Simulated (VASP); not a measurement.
# Sb (P2_1/m) in VASP: single point with PBEsol

Aim: the single point of Sb with PBEsol.

Program: VASP 6.6.1. These are calculated values, not measurements. Logs are shortened: lines on timing, memory, paths and dates and some standing lists are left out, and cuts for length are marked.

## (1) Starting point

Symmetry: Pm-3m, No. 221, cubic system. Conventional cell: a = 3.063 Å, b = 3.063 Å, c = 3.063 Å, α = 90.00°, β = 90.00°, γ = 90.00°. Sb (site symmetry m-3m) is surrounded by 6 Sb at 3.06 to 3.07 Å.

This isn't the form of Sb at room conditions, which is rhombohedral.

## (2) Single point, PBEsol, non-collinear spin, zero start, spin-orbit coupling

INCAR reads:

```
PREC = Accurate
ENCUT = 520
EDIFF = 1E-7
ISMEAR = 0
SIGMA = 0.1
LREAL = F
LASPH = T
NELM = 80
ALGO = Fast
ISIF = 2
LWAVE = F
LCHARG = F
MAGMOM = 0 0 0 0 0 0
LORBIT = 11
LSORBIT = T
GGA_COMPAT = F
GGA = PS
NBANDS = 22
```

KPOINTS reads:

```
regular mesh
0
Gamma
  14 10 10
```

POSCAR reads:

```
Sb
1.0
    3.0655800000      0.0000000000      0.0152100000
    0.0000000000      4.3289800000      0.0000000000
   -0.0166700000      0.0000000000      4.3295000000
Sb
2
Direct
    0.0004300000      0.7500000000      0.7499400000
    0.9995700000      0.2500000000      0.2500600000
```

Potentials or basis: VASP PAW PBE potentials, release 64 (Sb).

Launch:

```console
cat potpaw_PBE.64/Sb/POTCAR > POTCAR
mpirun -np 1 vasp_ncl > vasp.out
```

OUTCAR:

```text
PREC = Accurate
   ENCUT = 520
   EDIFF = 1E-7
   ISMEAR = 0
   LREAL = F
   LASPH = T
   NELM = 80
   ISIF = 2
   LORBIT = 11
   LSORBIT = T
   GGA = PS

 ion  position               nearest neighbor table
   1  0.000  0.750  0.750-   2 3.06   2 3.06   2 3.06   2 3.06
   2  1.000  0.250  0.250-   1 3.06   1 3.06   1 3.06   1 3.06

  LATTYP: Found a simple monoclinic cell.
 ALAT       =     3.0656177323
 B/A-ratio  =     1.4121069155
 C/A-ratio  =     1.4122870072
 COS(beta)  =    -0.0011111897

  Lattice vectors:

 A1 = (   3.0655800000,   0.0000000000,   0.0152100000)
 A2 = (   0.0000000000,  -4.3289800000,   0.0000000000)
 A3 = (   0.0166700000,   0.0000000000,  -4.3295000000)

Analysis of symmetry for initial positions (statically):
=====================================================================
 Subroutine PRICEL returns:
 Original cell was already a primitive cell.

 Routine SETGRP: Setting up the symmetry group for a
 simple monoclinic supercell.

 Subroutine GETGRP returns: Found  4 space group operations
 (whereof  2 operations were pure point group operations)
 out of a pool of  4 trial point group operations.

The static configuration has the point symmetry S_2 .
 The point group associated with its full space group is C_2h.

Analysis of symmetry for dynamics (positions and initial velocities):
=====================================================================
 Subroutine PRICEL returns:
 Original cell was already a primitive cell.

 Routine SETGRP: Setting up the symmetry group for a
 simple monoclinic supercell.

 Subroutine GETGRP returns: Found  4 space group operations
 (whereof  2 operations were pure point group operations)
 out of a pool of  4 trial point group operations.

The dynamic configuration has the point symmetry S_2 .
 The point group associated with its full space group is C_2h.

Analysis of structural, dynamic, and magnetic symmetry:
=====================================================================
 Subroutine PRICEL returns:
 Original cell was already a primitive cell.

 Routine SETGRP: Setting up the symmetry group for a
 simple monoclinic supercell.

 Subroutine GETGRP returns: Found  4 space group operations
 (whereof  2 operations were pure point group operations)
 out of a pool of  4 trial point group operations.

The overall configuration has the point symmetry S_2 .
 The point group associated with its full space group is C_2h.

 Subroutine INISYM returns: Found  4 space group operations
 (whereof  2 operations are pure point group operations),
 and found     1 'primitive' translations

----------------------------------------------------------------------------------------

                                     Primitive cell

  volume of cell :      57.4572

  direct lattice vectors                    reciprocal lattice vectors
     3.065580000  0.000000000  0.015210000     0.326196314  0.000000000  0.001255963
     0.000000000  4.328980000  0.000000000     0.000000000  0.231001298  0.000000000
    -0.016670000  0.000000000  4.329500000    -0.001145963  0.000000000  0.230969141

  length of vectors
     3.065617732  4.328980000  4.329532092     0.326198732  0.231001298  0.230971984

  position of ions in fractional coordinates (direct lattice)
     0.000430000  0.750000000  0.749940000
     0.999570000  0.250000000  0.250060000

  ion indices of the primitive-cell ions
   primitive index   ion index
                 1           1
                 2           2

----------------------------------------------------------------------------------------

[... 88 lines left out ...]
     AMIX     =   0.40;   BMIX     =  1.00
     AMIX_MAG =   1.60;   BMIX_MAG =  1.00
  volume/ion in A,a.u.               =      28.73       193.87
  Fermi-wavevector in a.u.,A,eV,Ry     =   0.914029  1.727265 11.366979  0.835449
  Thomas-Fermi vector in A             =   2.038609
   LORBIT       =     11    0 simple, 1 ext, 2 COOP (PROOUT), +10 PAW based schemes
   GGA     = PS    functional components
   LHFCALC =     F    Hartree Fock is set to
   AEXX    =    0.0000 exact exchange contribution
   IVDW    =     0    specifies the selected vdW correction
   LEPSILON=     F    determine dielectric tensor
   LRPA    =     F    only Hartree local field effects (RPA)
 RMM-DIIS sequential band-by-band and
 Gauss-broadening in eV      SIGMA  =   0.10
  energy-cutoff  :      520.00
  volume of cell :       57.46
 maximum number of plane-waves:      3216
   NGX = 11   NGY = 17   NGZ = 17

 number of electron      10.0000000 magnetization       0.0000000      0.0000000      0.0000000

 number of electron       9.9999998 magnetization       0.0000000      0.0000026      0.0000000

 number of electron       9.9999998 magnetization      -0.0000000     -0.0000034     -0.0000000

 number of electron       9.9999998 magnetization      -0.0000000      0.0000017     -0.0000000

 number of electron       9.9999998 magnetization      -0.0000000      0.0000017      0.0000000

 Free energy of the ion-electron system (eV)
  ---------------------------------------------------
  ext. energy  EPLUGINS =         0.00000000
  ---------------------------------------------------
  free energy    TOTEN  =        -9.20742223 eV

  energy without entropy =       -9.20119511  energy(sigma->0) =       -9.20430867

 E-fermi :   7.4833     XC(G=0):  -9.9097

 val. band max:        7.4832113042   @ k =  -0.3571   0.2000   0.1000
 cond. band min:       7.4838864321   @ k =  -0.3571   0.1000   0.2000
 fundamental gap:      0.0006751279
 Fermi energy:         7.4832840434

 k-point     1 :       0.0000    0.0000    0.0000
  band No.  band energies     occupation
      1      -5.2215      1.00000
      2      -5.2215      1.00000
      3       0.0984      1.00000
      4       0.0984      1.00000
      5       3.5427      1.00000
      6       3.5427      1.00000
[... 589 lines left out ...]
     21      13.3560      0.00000
     22      13.3560      0.00000

 [... further k-points ...]

------------------------ aborting loop because EDIFF is reached ----------------------------------------

  FORCE on cell =-STRESS in cart. coord.  units (eV):
  Direction    XX          YY          ZZ          XY          YZ          ZX
  --------------------------------------------------------------------------------------
  -------------------------------------------------------------------------------------
  Total        0.0698931      0.0373801      0.0361681      0.0000000      0.0000000     -0.0002756
  in kB        1.9489488      1.0423335      1.0085361      0.0000000      0.0000000     -0.0076842
  external PRESSURE =       1.3332728 kB  Pullay stress =       0.0000000 kB

 VOLUME and BASIS-vectors are now :
 -----------------------------------------------------------------------------
  energy-cutoff  :      520.00
  volume of cell :       57.46
      direct lattice vectors                 reciprocal lattice vectors
     3.065580000  0.000000000  0.015210000     0.326196314  0.000000000  0.001255963
     0.000000000  4.328980000  0.000000000     0.000000000  0.231001298  0.000000000
    -0.016670000  0.000000000  4.329500000    -0.001145963  0.000000000  0.230969141

 POSITION                                       TOTAL-FORCE (eV/Angst)
 -----------------------------------------------------------------------------------
     -0.01118      3.24673      3.24687        -0.000979      0.000000      0.001119
      3.06009      1.08224      1.09784         0.000979      0.000000     -0.001119
 -----------------------------------------------------------------------------------
    total drift:                               -0.000000      0.000000     -0.000000

  FREE ENERGIE OF THE ION-ELECTRON SYSTEM (eV)
  ---------------------------------------------------
  free  energy   TOTEN  =        -9.2074222307 eV

  energy  without entropy=       -9.2011951077  energy(sigma->0) =       -9.20430867

 Spin-Orbit-Coupling matrix elements

 Ion:    1  E_soc:     -0.1348505
 l=   1
     0.0000000    -0.0223825    -0.0223310
    -0.0223825     0.0000000    -0.0223295
    -0.0223310    -0.0223295     0.0000000
 l=   2
     0.0000000    -0.0000274     0.0000000    -0.0000167    -0.0001013
    -0.0000274     0.0000000    -0.0000811    -0.0000274    -0.0000270
     0.0000000    -0.0000811     0.0000000    -0.0000671     0.0000000
    -0.0000167    -0.0000274    -0.0000671     0.0000000    -0.0000343
    -0.0001013    -0.0000270     0.0000000    -0.0000343     0.0000000
 l=   3
     0.0000000     0.0000000     0.0000000     0.0000000     0.0000000     0.0000000     0.0000000
     0.0000000     0.0000000     0.0000000     0.0000000     0.0000000     0.0000000     0.0000000
     0.0000000     0.0000000     0.0000000     0.0000000     0.0000000     0.0000000     0.0000000
     0.0000000     0.0000000     0.0000000     0.0000000     0.0000000     0.0000000     0.0000000
     0.0000000     0.0000000     0.0000000     0.0000000     0.0000000     0.0000000     0.0000000
     0.0000000     0.0000000     0.0000000     0.0000000     0.0000000     0.0000000     0.0000000
     0.0000000     0.0000000     0.0000000     0.0000000     0.0000000     0.0000000     0.0000000

 Ion:    2  E_soc:     -0.1348505
 l=   1
     0.0000000    -0.0223825    -0.0223310
    -0.0223825     0.0000000    -0.0223295
    -0.0223310    -0.0223295     0.0000000
 l=   2
     0.0000000    -0.0000274     0.0000000    -0.0000167    -0.0001013
    -0.0000274     0.0000000    -0.0000811    -0.0000274    -0.0000270
     0.0000000    -0.0000811     0.0000000    -0.0000671     0.0000000
    -0.0000167    -0.0000274    -0.0000671     0.0000000    -0.0000343
    -0.0001013    -0.0000270     0.0000000    -0.0000343     0.0000000
 l=   3
     0.0000000     0.0000000     0.0000000     0.0000000     0.0000000     0.0000000     0.0000000
     0.0000000     0.0000000     0.0000000     0.0000000     0.0000000     0.0000000     0.0000000
     0.0000000     0.0000000     0.0000000     0.0000000     0.0000000     0.0000000     0.0000000
     0.0000000     0.0000000     0.0000000     0.0000000     0.0000000     0.0000000     0.0000000
     0.0000000     0.0000000     0.0000000     0.0000000     0.0000000     0.0000000     0.0000000
     0.0000000     0.0000000     0.0000000     0.0000000     0.0000000     0.0000000     0.0000000
     0.0000000     0.0000000     0.0000000     0.0000000     0.0000000     0.0000000     0.0000000

 total charge

# of ion       s       p       d       tot
------------------------------------------
    1        1.212   1.138   0.039   2.389
    2        1.212   1.138   0.039   2.389
--------------------------------------------------
tot          2.424   2.275   0.079   4.779

 magnetization (x)

# of ion       s       p       d       tot
------------------------------------------
    1        0.000   0.000   0.000   0.000
    2        0.000   0.000   0.000   0.000
--------------------------------------------------
tot          0.000   0.000   0.000   0.000

 magnetization (y)

# of ion       s       p       d       tot
------------------------------------------
    1       -0.000  -0.000   0.000  -0.000
    2       -0.000  -0.000   0.000  -0.000
--------------------------------------------------
tot         -0.000  -0.000   0.000  -0.000

 magnetization (z)

# of ion       s       p       d       tot
------------------------------------------
    1        0.000   0.000   0.000   0.000
    2        0.000   0.000   0.000   0.000
--------------------------------------------------
tot          0.000   0.000   0.000   0.000
```

Run time: 10 min. Hardware: 1 thread of Intel Xeon Platinum 8488C (Sapphire Rapids), shared host; peak memory 0.8 GiB.

Results:

* Free energy: -9.2074 eV
* Pressure: 0.1 GPa
* Net moment: 0.00 μB per cell
* Valence electrons inside the program's atomic spheres: Sb 2.39

Moments on the atoms (μB; x, y, z):
```
Sb  0.00 0.00 0.00
Sb  0.00 0.00 0.00
```

Caveat: the PAW data sets were made with another functional, which shifts forces and pressure a little.
